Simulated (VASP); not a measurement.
# BN: molecular dynamics at constant energy

BN, Cc (no. 9), 8 atoms in the cell. PBE, molecular dynamics; PAW potentials N, B (PBE set).

Ensemble: NVE; Starting temperature (K): 600.

## Input

INCAR:
```
SYSTEM = BN
GGA = PE
PREC = Normal
ENCUT = 400
EDIFF = 1E-6
NELMIN = 4
NELM = 60
ALGO = Normal
LREAL = Auto
LASPH = .TRUE.
ISMEAR = 0
SIGMA = 0.05
ISYM = 0
LWAVE = .FALSE.
LCHARG = .FALSE.
IBRION = 0
NSW = 60
POTIM = 1.0
TEBEG = 600
ISIF = 2
RANDOM_SEED = 347023 0 0
MDALGO = 2
SMASS = -3
KPAR = 2
```

KPOINTS:
```
k-points
0
Gamma
  3 3 3
```

POSCAR:
```
BN
1.0
    1.6438210000     -4.7155350000      0.0000000000
    1.6438210000      4.7155350000      0.0000000000
   -1.1929310000      0.0000000000      4.1817430000
N B
4 4
Direct
    0.5117870000      0.3799060000      0.8210930000
    0.3799060000      0.5117870000      0.3210930000
    0.7783390000      0.3857400000      0.3407830000
    0.3857400000      0.7783390000      0.8407830000
    0.5642020000      0.1769990000      0.9918210000
    0.1769990000      0.5642020000      0.4918210000
    0.5664270000      0.4344000000      0.5002040000
    0.4344000000      0.5664270000      0.0002040000
```

Commands:
```
cat potpaw_PBE.64/N/POTCAR potpaw_PBE.64/B/POTCAR > POTCAR
mpirun -np 2 vasp_std > vasp.out
```

## Result

- Rise of the mean potential energy above the start (meV/atom): 33.9
- Mean temperature (K): 303
- Electronic steps per ionic step after the first: 4.3

Course of the run:

| Time (fs) | Temperature (K) | Potential energy less the first (meV/atom) |
|---|---|---|
| 1 | 600 | 0.0 |
| 6 | 176 | 48.6 |
| 10 | 178 | 48.2 |
| 15 | 423 | 20.2 |
| 19 | 161 | 50.1 |
| 24 | 241 | 41.1 |
| 28 | 531 | 7.9 |
| 33 | 237 | 41.5 |
| 37 | 212 | 44.4 |
| 42 | 411 | 21.5 |
| 46 | 171 | 49.0 |
| 51 | 258 | 39.0 |
| 55 | 437 | 18.5 |
| 60 | 256 | 39.4 |

The mean temperature lies below the starting 600 K, since the atoms start on their sites and part of their kinetic energy turns into potential energy.

REPORT:
```
MDALGO =   2
               SCALING =       0
                 CNEXP =     9.000   14.000
           RANDOM_SEED =            347023                0                0

   original number of atomic DOF:         21
   number of independent constraints:      0
   number of active DOF:                  21

========================================
         MD step No.       1
========================================

  Atomic velocities initialized by STEP_tb

  >Energies
                    E_tot             E_pot             E_kin               EPS                ES
   e_b>   -0.68084637E+02   -0.68627578E+02    0.54294171E+00    0.00000000E+00    0.00000000E+00

  >Temperature
               T_sim     T_inst
   tmprt>    600.000    600.051

  >Thermostat:
           s(n+1) sdot(n+1)      s(n)   sdot(n)        Qs
   s_b>   0.00000   0.00000   0.00000   0.00000  -3.00000

           RANDOM_SEED =            347023               48                0

[... steps left out ...]

========================================
         MD step No.      60
========================================

  >Energies
                    E_tot             E_pot             E_kin               EPS                ES
   e_b>   -0.68081063E+02   -0.68312694E+02    0.23163116E+00    0.00000000E+00    0.00000000E+00

  >Temperature
               T_sim     T_inst
   tmprt>    600.000    255.995

  >Thermostat:
           s(n+1) sdot(n+1)      s(n)   sdot(n)        Qs
   s_b>   0.00000   0.00000   0.00000   0.00000  -3.00000

           RANDOM_SEED =            347023               48                0
```

OSZICAR:
```
N       E                     dE             d eps       ncg     rms          rms(c)
DAV:   1     0.115641729239E+03    0.11564E+03   -0.14742E+04   588   0.117E+03
DAV:   2    -0.676436050174E+02   -0.18329E+03   -0.17541E+03   854   0.270E+02
DAV:   3    -0.750845028912E+02   -0.74409E+01   -0.73976E+01   723   0.602E+01
DAV:   4    -0.751676396942E+02   -0.83137E-01   -0.83086E-01   723   0.702E+00
DAV:   5    -0.751691247930E+02   -0.14851E-02   -0.14850E-02   728   0.892E-01    0.157E+01
DAV:   6    -0.691754450598E+02    0.59937E+01   -0.18627E+01   643   0.257E+01    0.715E+00
DAV:   7    -0.687462580803E+02    0.42919E+00   -0.72814E-01   716   0.561E+00    0.441E+00
DAV:   8    -0.686288780799E+02    0.11738E+00   -0.37793E-01   703   0.400E+00    0.409E-01
DAV:   9    -0.686266888130E+02    0.21893E-02   -0.14251E-02   698   0.870E-01    0.224E-01
DAV:  10    -0.686274963679E+02   -0.80755E-03   -0.15496E-03   713   0.296E-01    0.461E-02
DAV:  11    -0.686275541729E+02   -0.57805E-04   -0.12683E-04   693   0.819E-02    0.295E-02
DAV:  12    -0.686275742828E+02   -0.20110E-04   -0.24462E-05   693   0.381E-02    0.114E-02
[... left out ...]
     59 T=   296. E= -.68081532E+02 F= -.68348925E+02 E0= -.68348925E+02  EK= 0.26739E+00 SP= 0.00E+00 SK= 0.00E+00
[... last step whole ...]
       N       E                     dE             d eps       ncg     rms          rms(c)
DAV:   1    -0.683126288640E+02    0.36296E-01   -0.26650E-04   654   0.140E+00    0.223E-02
DAV:   2    -0.683126987397E+02   -0.69876E-04   -0.71238E-04   668   0.206E-01    0.182E-02
DAV:   3    -0.683126968916E+02    0.18481E-05   -0.42020E-06   660   0.165E-02    0.138E-02
DAV:   4    -0.683126943603E+02    0.25313E-05   -0.60026E-06   713   0.204E-02    0.407E-03
DAV:   5    -0.683126943837E+02   -0.23421E-07   -0.96510E-07   446   0.719E-03
     60 T=   256. E= -.68081063E+02 F= -.68312694E+02 E0= -.68312694E+02  EK= 0.23163E+00 SP= 0.00E+00 SK= 0.00E+00
```

Limits: 60 fs of 8 atoms are too short for converged averages; the cell is only 3.0 Å across, so each atom moves in step with near copies of itself.

VASP 6.6.1 took 309 s on 2 cores (Intel Xeon Platinum 8175M @ 2.50GHz (Skylake/Cascade Lake)), a shared host.
